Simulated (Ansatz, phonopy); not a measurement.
# NaH (Fm-3m) at temperature and pressure, part 2 of 3

How does compression alter the response of NaH to heat?

Ansatz 0.2.0; DFT LDA, scalar-relativistic, plane waves, PAW.

So far. Step 2 (Probe on a coarse mesh): The start is under -2.6 GPa at this level and looks like an insulator or semiconductor on this mesh. Step 5 (Tight relaxation): The residual pressure is -0.0013 GPa, small enough for phonons.

**6. Relaxation under pressure, pressure 2 GPa**

The study at pressure needs a start near its own equilibrium, so the cell is first relaxed to that pressure.

Contents of input.yaml:

```yaml
crystal:
  lattice:
    - [0.0, 2.3448734987, 2.3448734987]
    - [2.3448734987, 0.0, 2.3448734987]
    - [2.3448734987, 2.3448734987, 0.0]
  atoms:
    - { symbol: Na, position: [0.0, 0.0, 0.0] }
    - { symbol: H, position: [0.5, 0.5, 0.5] }
kpoints:
  mp_grid: { grid: [8, 8, 8] }
hamiltonian:
  xc: lda
scf:
  occupations: { method: fixed }
output:
  forces: true
  stress: true
  eigenvalues: true
relax:
  adjacent_minimum: "off"
  f_tol: 0.001
  max_steps: 60
  cell: { stress_tol: 0.05, p_target: 2.0 }
```

Started as:

```console
$ ansatz run input.yaml --threads 4 --pin off --max-ram 8192MiB --backend cpu --events-out ev --progress --plain --runs-dir out
```

Numbers of over 12 decimals in the logs are rounded to 6 here.

Log:

```text
[...]
Crystal: 2 atoms, lattice volume = 25.786 Å³
Basis set: ecut = 420 eV, 531 PW (Γ)
Bands: 9, of which v1, the nominal top of the filled ones, is band 5 counted from 1 (4 counted from 0)
Symmetry: 48 space group operations
[...]
k-points: 29 of 512
[...]
0.000000       0.000000       1.966736
  P = ⅓ Tr σ = 1.9667 GPa (19.667 kbar)
--- Band table (eV; the first three rows and the last of 29) ---
[...]
--- Relaxed structure (3 steps of the walk, 3 accepted, 1 SCFs on fresh bases) ---
[...]
cell:  # Å, volume = 24.1944 Å³
    - [0, 2.295593, 2.295593]
    - [2.295593, 0, 2.295593]
    - [2.295593, 2.295593, 0]
  atoms:
    - { symbol: Na, position: [0, 0, 0] }
    - { symbol: H, position: [0.5, 0.5, 0.5] }
[key lines of the parts left out:]
SCF converged after 4 iterations
Free energy (F): -1482.677643 eV
Fermi energy:    1.569566 eV
```

The job ended after 0.75 s (4 threads of Arm Neoverse V2, shared host; peak memory 0.26 GiB).

The steps of the relaxation:

| step | energy less that of the first step (eV) | largest force component (eV/Å) | pressure (GPa) | volume (Å³) |
| --- | --- | --- | --- | --- |
| 1 | 0.0000 | 0.0000 | 0.00 | 25.79 |
| 2 | 0.0106 | 0.0000 | 2.20 | 24.04 |
| 3 | 0.0087 | 0.0000 | 1.98 | 24.19 |
| 4* | 0.0093 | 0.0000 | 1.97 | 24.19 |

Relaxation steps marked * repeat the geometry before them on a plane-wave basis chosen anew for their cell, so energy and pressure can jump there.

Forces are held to the 48 operations that the run works with; a distortion that breaks them can't arise in this run.

| conventional cell, symmetrised | before | after | change |
| --- | --- | --- | --- |
| a (Å) | 4.690 | 4.591 | -2.1 % |
| b (Å) | 4.690 | 4.591 | -2.1 % |
| c (Å) | 4.690 | 4.591 | -2.1 % |
| volume (Å³/atom) | 12.89 | 12.10 | -6.2 % |

Final coordinates:

```xyz
2
Lattice="0.0000 2.2956 2.2956 2.2956 0.0000 2.2956 2.2956 2.2956 0.0000" Properties=species:S:1:pos:R:3 pbc="T T T"
Na    0.0000    0.0000    0.0000
H     2.2956    2.2956    2.2956
```

This step gave:

```
pressure          : 1.967 GPa
gap on the k-mesh : 3.651 eV
volume per atom   : 12.10 Å³
```

**7. The quasi-harmonic study, pressure 2 GPa**

The study relaxes the crystal at several strains, solves the phonons on some of them and minimises the free energy at each temperature (static energy, vibrations, the electrons in a metal, and PV under a set pressure); the q-mesh sets how far the force constants reach.

Contents of input.yaml:

```yaml
crystal:
  lattice:
    - [0.0, 2.295593022, 2.295593022]
    - [2.295593022, 0.0, 2.295593022]
    - [2.295593022, 2.295593022, 0.0]
  atoms:
    - { symbol: Na, position: [0.0, 0.0, 0.0] }
    - { symbol: H, position: [0.5, 0.5, 0.5] }
kpoints:
  mp_grid: { grid: [8, 8, 8] }
hamiltonian:
  xc: lda
scf:
  occupations: { method: fixed }
output:
  eigenvalues: true
phonons:
  method: dfpt
  qmesh: [4, 4, 4]
  temperatures: { t_max: 500.0, t_step: 25 }
  thermal_expansion: { pressure: 2.0 }
```

Log:

```text
[...]
Crystal: 2 atoms, lattice volume = 24.194 Å³
Basis set: ecut = 487.2 eV, 609 PW (Γ), exchange–correlation on 48×48×48 points (8 copies of the dense FFT grid, shifted against one another)
Bands: 9, of which v1, the nominal top of the filled ones, is band 5 counted from 1 (4 counted from 0)
Symmetry: 48 space group operations
[...]
k-points: 29 of 512
[...]
SCF iter   1: F=—  HF=-1482.692752 eV  |F-HF|=—  |Δ(HF+E_count)|=         —  Δρ=1.27e-2  dr2=2.92e-2  ethr=1.77e-3  ⟨swp⟩=4.6  Hψ=1488  notcnv=0  defer=56
[...]
SCF iter   7: F=-1482.679031 eV  HF=-1482.679031 eV  |F-HF|=5.46e-12  |Δ(HF+E_count)|=  2.66e-11  Δρ=2.17e-7  dr2=3.84e-12  ethr=1.00e-12  ⟨swp⟩=6.2  Hψ=1244  notcnv=0
SCF 1 converged in 7 iterations: F = -1482.679031 eV  dr2 = 3.84e-12
[...]
relax step   1: F+E_penalty+E_count = -1482.67903076 eV  Δ(F+E_penalty+E_count) = +0.000e0 eV  max|allowed force component| = 4.396e-31 eV/Å  Δτ_max = 0.0000 Å  (7 SCF iters, accepted)
SCF converged after 7 iterations
Free energy (F): -1482.679031 eV
[...]
Internal energy: -1482.679031 eV  (E = F + TS)
E sigma→0 (E₀):  -1482.679031 eV
Fermi energy:    1.569153 eV
[...]
--- Stress (GPa, compression-positive) ---
        1.963090      -0.000000       0.000000
       -0.000000       1.963090      -0.000000
        0.000000       0.000000       1.963090
  P = ⅓ Tr σ = 1.9631 GPa (19.631 kbar)
--- Band table (eV; the first three rows and the last of 29) ---
[...]
── thermal expansion: 3 new cells, 3 in all ──
thermal expansion: relaxation of cell 2
thermal expansion: relaxation of cell 3
── thermal expansion: 2 new cells, 5 in all ──
thermal expansion: relaxation of cell 4
thermal expansion: lower-state search of cell 4
thermal expansion: phonons of cell 4
thermal expansion: relaxation of cell 5
thermal expansion: phonons of cell 5
── thermal expansion: 8 new cells, 13 in all ──
thermal expansion: relaxation of cell 6
thermal expansion: relaxation of cell 7
thermal expansion: relaxation of cell 8
thermal expansion: relaxation of cell 9
thermal expansion: relaxation of cell 10
thermal expansion: relaxation of cell 11
thermal expansion: relaxation of cell 12
thermal expansion: relaxation of cell 13
thermal expansion: phonons of cell 6
thermal expansion: phonons of cell 7
thermal expansion: phonons of cell 8
thermal expansion: phonons of cell 9
thermal expansion: phonons of cell 10
--- Relaxed structure (1 steps of the walk, 1 accepted, 0 SCFs on fresh bases) ---
  F+E_penalty+E_count = -1482.67903076 eV   max|allowed force component| = 4.396e-31 eV/Å
  atoms:
    - { symbol: Na, position: [0.0, 0.0, 0.0] }
    - { symbol: H, position: [0.5, 0.5, 0.5] }
--- Thermal expansion: 13 cells in 3 rounds, 2 GPa ---
  no lower state was reached at cell 4
  without vibrations: a 3.24529, b 3.24529, c 3.24529 Å, V 24.1682 Å³, B 34.75 GPa
  at 0 K: a 3.28734, b 3.28734, c 3.28734 Å, V 25.1201 Å³, B 32.14 GPa
  zero-point expansion: a +1.296, b +1.296, c +1.296, V +3.938 %
      T/K        a/Å        b/Å        c/Å       V/Å³ | expansion of a, b, c, V (1e-6/K)   | that of V in the mean from 25 °C | C_P, C_V (J/mol K of the cell) | B_T, B_S (GPa)
     0.00    3.28734    3.28734    3.28734    25.1201 |    0.00    0.00    0.00    0.00 |   45.69 |     0.000     0.000 |    32.14    32.14
    50.00    3.28754    3.28754    3.28754    25.1245 |    4.51    4.51    4.51   13.52 |   54.20 |     5.946     5.941 |    32.09    32.12
   100.00    3.28900    3.28900    3.28900    25.1579 |   12.39   12.39   12.39   37.18 |   61.24 |    16.159    16.092 |    31.85    31.98
   150.00    3.29142    3.29142    3.29142    25.2136 |   16.81   16.81   16.81   50.44 |   67.17 |    21.561    21.378 |    31.49    31.76
   200.00    3.29451    3.29451    3.29451    25.2846 |   20.70   20.70   20.70   62.11 |   72.96 |    26.011    25.646 |    31.05    31.49
   250.00    3.29824    3.29824    3.29824    25.3706 |   24.52   24.52   24.52   73.55 |   78.62 |    30.255    29.624 |    30.53    31.18
   298.15    3.30241    3.30241    3.30241    25.4670 |   27.95   27.95   27.95   83.84 |       - |    33.974    33.011 |    29.96    30.84
   325.00    3.30497    3.30497    3.30497    25.5262 |   29.72   29.72   29.72   89.15 |   86.62 |    35.845    34.668 |    29.63    30.64
   375.00    3.31014    3.31014    3.31014    25.6462 |   32.75   32.75   32.75   98.24 |   91.56 |    38.933    37.313 |    28.98    30.24
   425.00    3.31579    3.31579    3.31579    25.7778 |   35.48   35.48   35.48  106.45 |   96.23 |    41.560    39.445 |    28.29    29.81
   475.00    3.32189    3.32189    3.32189    25.9204 |   38.00   38.00   38.00  114.00 |  100.66 |    43.811    41.154 |    27.57    29.35
   500.00    3.32510    3.32510    3.32510    25.9955 |   39.20   39.20   39.20  117.61 |  102.82 |    44.823    41.878 |    27.20    29.12
  the static fit leaves 0.001 meV an atom of the energies and, of the stresses, 0.000 GPa of each cell's largest along a strain (root mean squares over the cells), whose Pulay part it has at -0.020 GPa
  vibrations' free energy: its fit leaves 0.0000 meV an atom at the most
  the electrons' free energy at temperature is not in it: every band gap is over 0.52 eV
  free energies summed between the sampled wave vectors
  estimated error of the fitted expansion in any direction: up to 0.034e-6/K, at 500 K (an estimate, not a bound: it was exceeded on models of known expansion)
  by sums over the sampled wave vectors an expansion of the volume parts by up to 0.66e-6/K
  by a static energy of one degree less an expansion of the volume parts by up to 0.14e-6/K
  the FFT grids of the static calculations differ: 24 × 24 × 24, 25 × 25 × 25
  band gaps on the cells' k-points are 3.459 to 3.702 eV
```

Wall time 2.3 min (4 threads); peak memory 0.56 GiB.

This step gave:

| Quantity | Value |
| --- | --- |
| pressure | 1.963 GPa |
| volume expansion coefficient at 298 K | 83.83 1e-6/K |
| C_P at 298 K | 16.99 J/mol-atom/K |
| entropy at 298 K | 18.03 J/mol-atom/K |
| isothermal bulk modulus at 298 K | 29.96 GPa |
| Grüneisen parameter at 298 K | 1.167 |
| volume at 298 K | 12.73 Å³/atom |
| principal linear expansion coefficients at 298 K | 27.95, 27.95, 27.95 1e-6/K |

Strained cells of the study; zero-point energy where phonons were solved; the pressures are stresses at a fixed cutoff and can carry an offset from the finite basis. Expansion cells, by row:

| cell | \|a\| (Å) | \|b\| (Å) | \|c\| (Å) | V (Å³/atom) | E - E_lowest (meV/atom) | pressure, compression positive (GPa) | gap (eV) | zero-point energy (meV/atom) |
| --- | --- | --- | --- | --- | --- | --- | --- | --- |
| 1 | 3.246 | 3.246 | 3.246 | 12.1 | 4.585 | 1.943 | 3.651 | - |
| 2 | 3.272 | 3.272 | 3.272 | 12.39 | 1.736 | 1.15 | 3.612 | - |
| 3 | 3.221 | 3.221 | 3.221 | 11.81 | 8.841 | 2.806 | 3.69 | - |
| 4 | 3.245 | 3.245 | 3.245 | 12.09 | 4.721 | 1.975 | 3.652 | 90.18 |
| 5 | 3.262 | 3.262 | 3.262 | 12.27 | 2.745 | 1.469 | 3.628 | 88.68 |
| 6 | 3.267 | 3.267 | 3.267 | 12.33 | 2.242 | 1.318 | 3.62 | 88.22 |
| 7 | 3.288 | 3.288 | 3.288 | 12.57 | 0.682 | 0.707 | 3.589 | 86.29 |
| 8 | 3.31 | 3.31 | 3.31 | 12.82 | 0 | 0.139 | 3.557 | 84.38 |
| 9 | 3.331 | 3.331 | 3.331 | 13.07 | 0.179 | -0.389 | 3.526 | 82.48 |
| 10 | 3.353 | 3.353 | 3.353 | 13.33 | 1.179 | -0.879 | 3.496 | 80.61 |
| 11 | 3.213 | 3.213 | 3.213 | 11.73 | 10.35 | 3.071 | 3.702 | - |
| 12 | 3.229 | 3.229 | 3.229 | 11.91 | 7.253 | 2.508 | 3.677 | - |
| 13 | 3.38 | 3.38 | 3.38 | 13.65 | 3.478 | -1.429 | 3.459 | - |

Quasi-harmonic; a, b, c are the run's own cell vectors. Expansion, by row:

| T (K) | a (Å) | b (Å) | c (Å) | alpha (deg) | beta (deg) | gamma (deg) | cell volume (Å³/cell) | alpha_a (1e-6/K) | alpha_b (1e-6/K) | alpha_c (1e-6/K) | alpha_V (1e-6/K) | C_P (J/mol-atom/K) | C_V (J/mol-atom/K) | S (J/mol-atom/K) | B_T (GPa) | B_S (GPa) | Grueneisen | extrapolation | fit error (1e-6/K) |
| --- | --- | --- | --- | --- | --- | --- | --- | --- | --- | --- | --- | --- | --- | --- | --- | --- | --- | --- | --- |
| 0 | 3.287 | 3.287 | 3.287 | 60 | 60 | 60 | 25.12 | 0 | 0 | 0 | 0 | 0 | 0 | 0 | 32.14 | 32.14 | - | 0 | 0 |
| 25 | 3.287 | 3.287 | 3.287 | 60 | 60 | 60 | 25.12 | 0.49 | 0.49 | 0.49 | 1.46 | 0.339 | 0.339 | 0.088 | 32.13 | 32.13 | 1.046 | 0 | 0 |
| 50 | 3.288 | 3.288 | 3.288 | 60 | 60 | 60 | 25.12 | 4.51 | 4.51 | 4.51 | 13.52 | 2.973 | 2.971 | 1.015 | 32.09 | 32.12 | 1.105 | 0 | 0 |
| 75 | 3.288 | 3.288 | 3.288 | 60 | 60 | 60 | 25.14 | 9.11 | 9.11 | 9.11 | 27.32 | 5.968 | 5.954 | 2.813 | 31.99 | 32.06 | 1.111 | 0 | 0.01 |
| 100 | 3.289 | 3.289 | 3.289 | 60 | 60 | 60 | 25.16 | 12.39 | 12.39 | 12.39 | 37.18 | 8.079 | 8.046 | 4.839 | 31.85 | 31.98 | 1.115 | 0 | 0.01 |
| 125 | 3.29 | 3.29 | 3.29 | 60 | 60 | 60 | 25.18 | 14.78 | 14.78 | 14.78 | 44.34 | 9.567 | 9.508 | 6.809 | 31.68 | 31.88 | 1.12 | 0 | 0.01 |
| 150 | 3.291 | 3.291 | 3.291 | 60 | 60 | 60 | 25.21 | 16.81 | 16.81 | 16.81 | 50.44 | 10.78 | 10.69 | 8.663 | 31.49 | 31.76 | 1.128 | 0 | 0.01 |
| 175 | 3.293 | 3.293 | 3.293 | 60 | 60 | 60 | 25.25 | 18.76 | 18.76 | 18.76 | 56.29 | 11.91 | 11.77 | 10.41 | 31.28 | 31.63 | 1.137 | 0 | 0.01 |
| 200 | 3.295 | 3.295 | 3.295 | 60 | 60 | 60 | 25.28 | 20.7 | 20.7 | 20.7 | 62.11 | 13.01 | 12.82 | 12.07 | 31.05 | 31.49 | 1.145 | 0 | 0.02 |
| 225 | 3.296 | 3.296 | 3.296 | 60 | 60 | 60 | 25.33 | 22.63 | 22.63 | 22.63 | 67.89 | 14.08 | 13.84 | 13.67 | 30.8 | 31.34 | 1.152 | 0 | 0.02 |
| 250 | 3.298 | 3.298 | 3.298 | 60 | 60 | 60 | 25.37 | 24.52 | 24.52 | 24.52 | 73.55 | 15.13 | 14.81 | 15.2 | 30.53 | 31.18 | 1.158 | 0 | 0.02 |
| 275 | 3.3 | 3.3 | 3.3 | 60 | 60 | 60 | 25.42 | 26.34 | 26.34 | 26.34 | 79.01 | 16.12 | 15.72 | 16.69 | 30.24 | 31.01 | 1.163 | 0 | 0.02 |
| 298.1 | 3.302 | 3.302 | 3.302 | 60 | 60 | 60 | 25.47 | 27.95 | 27.95 | 27.95 | 83.84 | 16.99 | 16.51 | 18.03 | 29.96 | 30.84 | 1.167 | 0 | 0.03 |
| 300 | 3.303 | 3.303 | 3.303 | 60 | 60 | 60 | 25.47 | 28.07 | 28.07 | 28.07 | 84.21 | 17.05 | 16.57 | 18.14 | 29.94 | 30.83 | 1.167 | 0 | 0.03 |
| 325 | 3.305 | 3.305 | 3.305 | 60 | 60 | 60 | 25.53 | 29.72 | 29.72 | 29.72 | 89.15 | 17.92 | 17.33 | 19.54 | 29.63 | 30.64 | 1.171 | 0 | 0.03 |
| 350 | 3.307 | 3.307 | 3.307 | 60 | 60 | 60 | 25.58 | 31.27 | 31.27 | 31.27 | 93.82 | 18.73 | 18.03 | 20.89 | 29.31 | 30.44 | 1.175 | 0 | 0.03 |
| 375 | 3.31 | 3.31 | 3.31 | 60 | 60 | 60 | 25.65 | 32.75 | 32.75 | 32.75 | 98.24 | 19.47 | 18.66 | 22.21 | 28.98 | 30.24 | 1.178 | 0 | 0.03 |
| 400 | 3.313 | 3.313 | 3.313 | 60 | 60 | 60 | 25.71 | 34.15 | 34.15 | 34.15 | 102.4 | 20.15 | 19.22 | 23.49 | 28.64 | 30.02 | 1.182 | 0 | 0.03 |
| 425 | 3.316 | 3.316 | 3.316 | 60 | 60 | 60 | 25.78 | 35.48 | 35.48 | 35.48 | 106.5 | 20.78 | 19.72 | 24.73 | 28.29 | 29.81 | 1.185 | 0 | 0.03 |
| 450 | 3.319 | 3.319 | 3.319 | 60 | 60 | 60 | 25.85 | 36.76 | 36.76 | 36.76 | 110.3 | 21.36 | 20.17 | 25.93 | 27.93 | 29.58 | 1.189 | 0 | 0.03 |
| 475 | 3.322 | 3.322 | 3.322 | 60 | 60 | 60 | 25.92 | 38 | 38 | 38 | 114 | 21.91 | 20.58 | 27.11 | 27.57 | 29.35 | 1.192 | 0 | 0.03 |
| 500 | 3.325 | 3.325 | 3.325 | 60 | 60 | 60 | 26 | 39.2 | 39.2 | 39.2 | 117.6 | 22.41 | 20.94 | 28.24 | 27.2 | 29.12 | 1.196 | 0 | 0.03 |

The expansion coefficient by temperature; values in 1e-6/K:

| temperature (K) | volume | principal 1 |
| --- | --- | --- |
| 0 | 0 | 0 |
| 25 | 1.46 | 0.49 |
| 50 | 13.5 | 4.51 |
| 75 | 27.3 | 9.11 |
| 100 | 37.2 | 12.4 |
| 125 | 44.3 | 14.8 |
| 150 | 50.4 | 16.8 |
| 175 | 56.3 | 18.8 |
| 200 | 62.1 | 20.7 |
| 225 | 67.9 | 22.6 |
| 250 | 73.5 | 24.5 |
| 275 | 79.0 | 26.3 |
| 298 | 83.8 | 27.9 |
| 300 | 84.2 | 28.1 |
| 325 | 89.2 | 29.7 |
| 350 | 93.8 | 31.3 |
| 375 | 98.2 | 32.8 |
| 400 | 102 | 34.1 |
| 425 | 106 | 35.5 |
| 450 | 110 | 36.8 |
| 475 | 114 | 38 |
| 500 | 118 | 39.2 |

At 298 K the volume expansion is 83.8 × 10⁻⁶/K and B_T is 30.0 GPa. The program raised the cutoff to 487.2 eV by itself: with no cutoff typed, the study takes about 1.16 times the default for its relaxations and scales it with the volume for the phonons.

**8. Free-energy fit, pressure 2 GPa**

This step: DFT LDA, scalar-relativistic, plane waves, PAW (phonopy 4.10.0).

This step gave:

```
volume expansion coefficient at 300 K : 84.14 1e-6/K
isothermal bulk modulus at 300 K      : 29.95 GPa
C_P at 300 K                          : 17.06 J/mol-atom/K
Grüneisen parameter at 300 K          : 1.167
```

Table of energy (each curve on its own zero) by volume; values in meV/atom:

| volume (Å³/atom) | static | F at 0 K | F at 300 K | F at 500 K |
| --- | --- | --- | --- | --- |
| 12.086 | 4.72 | 9.06 | 10.5 | 12.5 |
| 12.268 | 2.74 | 5.59 | 6.59 | 7.92 |
| 12.325 | 2.24 | 4.63 | 5.48 | 6.61 |
| 12.569 | 0.68 | 1.14 | 1.35 | 1.62 |
| 12.817 | 0 | -1.46 | -1.92 | -2.54 |
| 13.071 | 0.18 | -3.17 | -4.33 | -5.89 |
| 13.329 | 1.18 | -4.04 | -5.95 | -8.46 |

At 2 GPa: the fit is of F + PV, and the F(V) shown holds no PV. Qha vinet, by row:

| T (K) | fitted volume (Å³/atom) | alpha_V (1e-6/K) | B_T (GPa) | C_P (J/mol-atom/K) | Grueneisen |
| --- | --- | --- | --- | --- | --- |
| 75 | 12.57 | 26.62 | 32 | 5.852 | 1.083 |
| 100 | 12.58 | 36.71 | 31.86 | 8.037 | 1.101 |
| 125 | 12.59 | 44.15 | 31.69 | 9.564 | 1.116 |
| 150 | 12.61 | 50.38 | 31.5 | 10.79 | 1.127 |
| 175 | 12.62 | 56.26 | 31.29 | 11.92 | 1.137 |
| 200 | 12.64 | 62.08 | 31.06 | 13.02 | 1.145 |
| 225 | 12.66 | 67.85 | 30.81 | 14.09 | 1.152 |
| 250 | 12.69 | 73.5 | 30.54 | 15.13 | 1.158 |
| 275 | 12.71 | 78.94 | 30.25 | 16.12 | 1.163 |
| 300 | 12.74 | 84.14 | 29.95 | 17.06 | 1.167 |
| 325 | 12.76 | 89.08 | 29.64 | 17.92 | 1.171 |
| 350 | 12.79 | 93.75 | 29.32 | 18.73 | 1.175 |
| 375 | 12.82 | 98.18 | 28.99 | 19.47 | 1.178 |
| 400 | 12.86 | 102.4 | 28.65 | 20.15 | 1.182 |
| 425 | 12.89 | 106.4 | 28.31 | 20.78 | 1.185 |
| 450 | 12.92 | 110.2 | 27.95 | 21.37 | 1.189 |
| 475 | 12.96 | 113.9 | 27.59 | 21.91 | 1.192 |

The volume expansion coefficient by temperature; values in 1e-6/K:

| temperature (K) | phonopy-qha, Vinet | Ansatz's own study |
| --- | --- | --- |
| 75 | 26.6 | 27.3 |
| 100 | 36.7 | 37.2 |
| 125 | 44.1 | 44.3 |
| 150 | 50.4 | 50.4 |
| 175 | 56.3 | 56.3 |
| 200 | 62.1 | 62.1 |
| 225 | 67.8 | 67.9 |
| 250 | 73.5 | 73.5 |
| 275 | 78.9 | 79.0 |
| 300 | 84.1 | 84.2 |
| 325 | 89.1 | 89.2 |
| 350 | 93.8 | 93.8 |
| 375 | 98.2 | 98.2 |
| 400 | 102 | 102 |
| 425 | 106 | 106 |
| 450 | 110 | 110 |
| 475 | 114 | 114 |

The fit gives a volume expansion of 84.1 × 10⁻⁶/K at 300 K, against 83.8 at 298 K from the study itself, whose static fit uses more cells.

**9. Relaxation under pressure, pressure 10 GPa**

The study at pressure needs a start near its own equilibrium, so the cell is first relaxed to that pressure.

This step: DFT LDA, scalar-relativistic, plane waves, PAW (Ansatz 0.2.0).

Contents of input.yaml:

```yaml
crystal:
  lattice:
    - [0.0, 2.3448734987, 2.3448734987]
    - [2.3448734987, 0.0, 2.3448734987]
    - [2.3448734987, 2.3448734987, 0.0]
  atoms:
    - { symbol: Na, position: [0.0, 0.0, 0.0] }
    - { symbol: H, position: [0.5, 0.5, 0.5] }
kpoints:
  mp_grid: { grid: [8, 8, 8] }
hamiltonian:
  xc: lda
scf:
  occupations: { method: fixed }
output:
  forces: true
  stress: true
  eigenvalues: true
relax:
  adjacent_minimum: "off"
  f_tol: 0.001
  max_steps: 60
  cell: { stress_tol: 0.05, p_target: 10.0 }
```

Log:

```text
[...]
Crystal: 2 atoms, lattice volume = 25.786 Å³
Basis set: ecut = 420 eV, 531 PW (Γ)
Bands: 9, of which v1, the nominal top of the filled ones, is band 5 counted from 1 (4 counted from 0)
Symmetry: 48 space group operations
[...]
k-points: 29 of 512
[...]
P = ⅓ Tr σ = 9.9988 GPa (99.988 kbar)
--- Band table (eV; the first three rows and the last of 29) ---
[...]
--- Relaxed structure (6 steps of the walk, 6 accepted, 2 SCFs on fresh bases) ---
[...]
cell:  # Å, volume = 20.4004 Å³
    - [0, 2.168718, 2.168718]
    - [2.168718, 0, 2.168718]
    - [2.168718, 2.168718, 0]
  atoms:
    - { symbol: Na, position: [0, 0, 0] }
    - { symbol: H, position: [0.500000, 0.500000, 0.500000] }
[key lines of the parts left out:]
SCF converged after 3 iterations
Free energy (F): -1482.547724 eV
Fermi energy:    2.701798 eV
```

Wall time 1.4 s (4 threads); peak memory 0.26 GiB.

Relaxation path:

| step | energy less that of the first step (eV) | largest force component (eV/Å) | pressure (GPa) | volume (Å³) |
| --- | --- | --- | --- | --- |
| 1 | 0.0000 | 0.0000 | 0.00 | 25.79 |
| 2 | 0.0530 | 0.0000 | 5.49 | 22.20 |
| 3 | 0.1697 | 0.0000 | 11.58 | 19.92 |
| 4 | 0.1337 | 0.0000 | 9.86 | 20.47 |
| 5 | 0.1365 | 0.0000 | 10.00 | 20.42 |
| 6* | 0.1380 | 0.0000 | 9.94 | 20.42 |
| 7 | 0.1392 | 0.0000 | 10.00 | 20.40 |
| 8* | 0.1392 | 0.0000 | 10.00 | 20.40 |

Relaxation steps marked * repeat the geometry before them on a plane-wave basis chosen anew for their cell, so energy and pressure can jump there.

The run keeps the 48 symmetry operations that it works with, so distortions that break them were not tested.

| conventional cell, symmetrised | before | after | change |
| --- | --- | --- | --- |
| a (Å) | 4.690 | 4.337 | -7.5 % |
| b (Å) | 4.690 | 4.337 | -7.5 % |
| c (Å) | 4.690 | 4.337 | -7.5 % |
| volume (Å³/atom) | 12.89 | 10.20 | -20.9 % |

The relaxed structure:

```xyz
2
Lattice="0.0000 2.1687 2.1687 2.1687 0.0000 2.1687 2.1687 2.1687 0.0000" Properties=species:S:1:pos:R:3 pbc="T T T"
Na    0.0000    0.0000    0.0000
H     2.1687    2.1687    2.1687
```

This step gave:

- pressure: 9.999 GPa
- gap on the k-mesh: 3.946 eV
- volume per atom: 10.20 Å³

The cell shrank by 20.9 % in volume.

(Continued in part 3 of 3.)

[Logs are printed without paths, hosts, clocks, repeated set-up lines and the standing remarks that a program may print on its own settings, such as how far it seeks lower states.]

[Hosts, paths, dates, database ids (printed as entryN), source tags and the programs' standing remarks are cut or masked in the printed files.]

[A step with changed settings may run another functional than the one named; its input shows which.]
